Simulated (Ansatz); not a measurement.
A (001) slab of NiGe (Pnma (No. 62)), 16 planes, outer planes Ge (top) and Ni (bottom), with 16 atoms (Ni8Ge8) in a surface cell of A = 18.269 Å², as cut from the bulk:

```
CELL_PARAMETERS angstrom
3.44002 0.00000 0.00000
0.00000 5.31079 0.00000
0.00000 0.00000 25.90187
ATOMIC_POSITIONS crystal
Ni 0.25000 0.99299 0.28955
Ni 0.25000 0.49299 0.31664
Ge 0.75000 0.18836 0.33891
Ge 0.25000 0.81164 0.37808
Ni 0.75000 0.50701 0.40034
Ni 0.75000 0.00701 0.42743
Ge 0.25000 0.31164 0.44970
Ge 0.75000 0.68836 0.48887
Ni 0.25000 0.99299 0.51113
Ni 0.25000 0.49299 0.53822
Ge 0.75000 0.18836 0.56048
Ge 0.25000 0.81164 0.59966
Ni 0.75000 0.50701 0.62192
Ni 0.75000 0.00701 0.64901
Ge 0.25000 0.31164 0.67127
Ge 0.75000 0.68836 0.71045
```

The calculation used Ansatz, DFT PBEsol, scalar-relativistic, plane waves, PAW. Cutoff 420 eV; k points 10×7×1 on the computed 16-atom cell (Γ-centred); Gaussian smearing, width 0.10 eV; no spin polarisation. A dipole correction removes the field between periodic images along c.

Against the same 16 atoms in the bulk, the slab as cut lies 5.294 eV higher and the relaxed slab 4.892 eV higher. Bulk and slab both ran without spin polarisation, so these energies, and the surface energy and work of the cut from them, are those of a non-magnetic state, though Ni often carries moments.

(1) Work out the surface energy before and after relaxation.

(2) What is the ideal work of this cut, per area?

The slab was run without spin polarisation; whether its Ni atoms carry moments at the surface wasn't tested.

Results:

(1) The slab has two faces, so γ = (E_slab − N·E_bulk)/(2A), the mean of both. As cut: 5.294/(2 × 18.269) = 0.1449 eV/Å², and 1 eV/Å² = 16.02 J/m², so γ = 2.32 J/m². Relaxed: 4.892/(2 × 18.269) = 0.1339 eV/Å² = 2.14 J/m². Relaxation recovers 8 % of the cost of cutting.

(2) Griffith's ideal work is 2γ: 4.64 J/m² if the new faces stay rigid, 4.29 J/m² if they relax. Other cuts parallel to this plane can cost less. One thickness was run, 16 planes, so γ can still shift with it.

Opening this surface is costly because the cut passes between adjacent Ni and Ge planes, the most closely spaced pair in the stacking. It severs Ni–Ge bonds, in which Ni 3d and Ge 4p states mix, along with some Ni–Ni contacts. A cut between neighbouring Ge planes, where the spacing is widest, would leave Ge on both faces and may be cheaper, though spacing alone doesn't settle the number or strength of the bonds lost.

Relaxation recovers only 8 % of the cost, so most of the energy reflects lost coordination that small atomic shifts can't restore. This suggests that the surface atoms mainly strengthen their remaining back bonds, helped by metallic screening, rather than forming new bonds as on a reconstructed surface of elemental Ge. The work of 4.29 J/m² is therefore a thermodynamic cost of separation for this termination, not a fracture toughness, which would also include plastic dissipation. Reconstructions with a longer in-plane period than this surface cell remain open and could lower the energy further.
